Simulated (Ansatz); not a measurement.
Si (lonsdaleite), relaxed with r2SCAN in Ansatz 0.2.0: the symmetry is P6_3/mmc (No. 194, hexagonal); conventional cell a = 3.832 Å, c = 6.341 Å, 20.16 Å³ an atom. Si is surrounded by 4 Si at 2.35–2.37 Å. It was then strained (epitaxial in the xy plane), atoms relaxed again within the symmetry left. Unstrained, HSE06 gives 0.972 eV (Γ → M, 6×6×4 mesh), and the band edges keep their places in every row. The normal direction was relaxed to zero stress. Stress is positive in compression. (Simulation; spin polarisation is off.)

Axes as in this cell:
```
Si
1.0
     3.83213    0.00000    0.00000
    -1.91606    3.31872    0.00000
     0.00000    0.00000    6.34122
Si
4
Cartesian
  0.0000 2.2125 0.0036
  1.9161 1.1062 3.1742
  0.0000 2.2125 2.3744
  1.9161 1.1062 5.5450
```

```
strain (%)        ε  ΔE_g, HSE06 (eV)  Δσ_xx, r2SCAN (GPa)
      -2.0  -0.0200            -0.004                +5.11
      +0.5  +0.0050            -0.002                -1.18
      +1.0  +0.0100            -0.006                -2.33
      +2.0  +0.0200            -0.020                -4.48
      +2.5  +0.0250            -0.027                -5.50
      +3.0  +0.0300            -0.040                -6.46
      +4.0  +0.0400            -0.062                -8.29
```

Task: Fit ΔE_g = a x + b x² to these rows by least squares, with x = ε.

Result: The normal equations take Σx² = 4.050e-03, Σx³ = 1.078e-04, Σx⁴ = 4.091e-06, ΣxΔE = -4.745e-03 and Σx²ΔE = -1.623e-04, and give a = -0.39 eV, b = -29.5 eV; the largest residual is 0.002 eV.

Task: Fit the change of σ_xx in the same way.

Result: Δσ_xx = -239.8 x + (809) x² GPa. The slope, 240 GPa, is the biaxial modulus of the film.

Task: Predict the withheld row at -1.0 % (x = -0.0100).

Result: ΔE_g ≈ -0.39 × (-0.0100) + (-29.5) × (-0.0100)² = +0.001 eV, and Δσ_xx ≈ +2.48 GPa. The runs give +0.001 eV and +2.48 GPa, off by 0.000 eV and 0.00 GPa.
